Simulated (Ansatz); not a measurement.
**TePt in Ansatz: the effect of Hubbard term**

The system is TePt.

```
Pt Te
1.0
     1.98157    1.14406    6.66103
    -1.98157    1.14406    6.66103
     0.00000   -2.28812    6.66103
Pt Te
2 2
Cartesian
  0.0000 0.0000 2.5911
  0.0000 0.0000 17.3920
  0.0000 0.0000 8.0332
  0.0000 0.0000 11.9499
```

Alike in all runs:

```yaml
Program: Ansatz 0.2.0
Task: density of states
Functional: PBEsol
Potentials_or_basis: all-electron LAPW, scalar-relativistic
Cutoff: 288 eV (chosen from the basis error)
Basis_error_allowed: 0.002 eV/atom
k_mesh: 8 × 8 × 8
Occupations: fermi-dirac, width 0.05 eV
Spin: no spin polarisation
```

| Hubbard term | pressure (GPa) | largest force (eV/Å) |
| --- | --- | --- |
| none | ? | ? |
| Pt d U = 2 eV | -0.4 | 0.18 |
| Pt d U = 4 eV | -0.3 | 0.15 |
| Pt d U = 6 eV | -0.1 | 0.17 |
| Pt d U = 8 eV | 0.3 | 0.22 |

Question: What does the run with Hubbard term none give?

Answer: Pressure -0.3 GPa; largest force 0.19 eV/Å.

Worked out: A parabola through the other rows of the pressure, of slope -0.0725 GPa per eV there, extrapolates to -0.3 GPa, against the run's -0.3. A parabola through the other rows of the largest force, of slope -0.043 eV/Å per eV there, extrapolates to 0.24 eV/Å, against the run's 0.19. The fit is too stiff a form for this range.

Caveats: the density of states is complete only up to the lowest level of the last band computed; U is the effective U less J, on atomic orbitals that reach past the spheres (some runs); U without spin polarisation on a metal has little footing (some runs); the U is typed as a test and isn't derived for this compound (some runs).
